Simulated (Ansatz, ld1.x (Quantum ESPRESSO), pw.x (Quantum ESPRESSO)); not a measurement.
# aluminium (Al): one change to the TM potential, in the atom and in the bcc crystal

* Element: aluminium
* Generator: ld1.x (Quantum ESPRESSO) 7.5
* Type: norm-conserving Troullier–Martins (Kleinman–Bylander form)
* Functional: PBE
* Relativity: scalar-relativistic
* Frozen core: [Ne]
* Valence charge: 3
* Reference configuration: 3s2 3p1
* Partial waves: 3s (bound): rc 1.85 bohr; 3p (bound): rc 2.20 bohr
* Local potential: all-electron potential smoothed inside 1.60 bohr (lloc = -1)
* Core correction: none

Change: core correction a·sin(br)/r model core inside 0.98 bohr.

Cutoffs, loose and tight: the cutoffs (Ry, on a coarse ladder) from which the occupation-weighted sum of valence levels, in a spherical-Bessel basis at the reference potential, stays within 10 and 1 mRy of its value at 400 Ry. They do not see the model core or the augmentation charge, which bear on the density cutoff. Test errors are all-electron minus pseudo excitation energies from the reference, over the configurations 3s2 3p0; 3s1 3p0; 3s2 3p0.5; 3s0 3p3; 3s2 3p1.3; 3s1 3p1; 3s1 3p2; variants that change the core or the reference have their own tests.

Crystal test: bcc Al in pw.x 7.5, no spin, 14³ k-points, Fermi–Dirac smearing 0.01 Ry, cutoffs set for each file from its atomic test. The reference is all-electron LAPW (Ansatz 0.2.0) with the same functional, mesh and smearing; V0 and B0 come from Birch–Murnaghan fits to the pressures at five volumes. Errors are pseudo minus all-electron; Δ is the rms difference of the E(V) curves that follow from these fits, minima aligned, over ±6 % about the mean V0. Mesh and smearing are coarse, so the numbers serve the comparison and aren't converged zero-temperature values; the lattice is a test structure that the element need not adopt.

All-electron: a0 = 3.237 Å (V0 = 16.96 Å³/atom), B0 = 68.4 GPa.

Q: Does the change bring the crystal closer to the all-electron result?

A: The mean pressure error goes from +1.92 to +1.12 GPa, so the change moves the solid closer to the all-electron pressures.

| quantity | base | changed |
| --- | --- | --- |
| outcome (atom) | generated | generated |
| cutoff, loose (atom) | 10 Ry | 10 Ry |
| cutoff, tight (atom) | 30 Ry | 30 Ry |
| bound ghosts (atom) | none | none |
| largest test error (meV) (atom) | +30 | +20 |
| cutoffs in pw.x (Ry) | 40/160 | 50/200 |
| a0 (Å) | 3.267 | 3.255 |
| a0 error (%) | +0.91 | +0.55 |
| B0 error (%) | -3.5 | -3.0 |
| Δ (meV/atom) | 6.9 | 4.1 |
| mean pressure error (GPa) | +1.92 | +1.12 |

Base: This is a poor potential for the solid. Changed file: This is a poor potential for the solid. The free energy does not fall steadily as the cutoff rises, most likely since the density grid, which shrinks with it, is too coarse for the model core; the lower cutoffs are not converged.
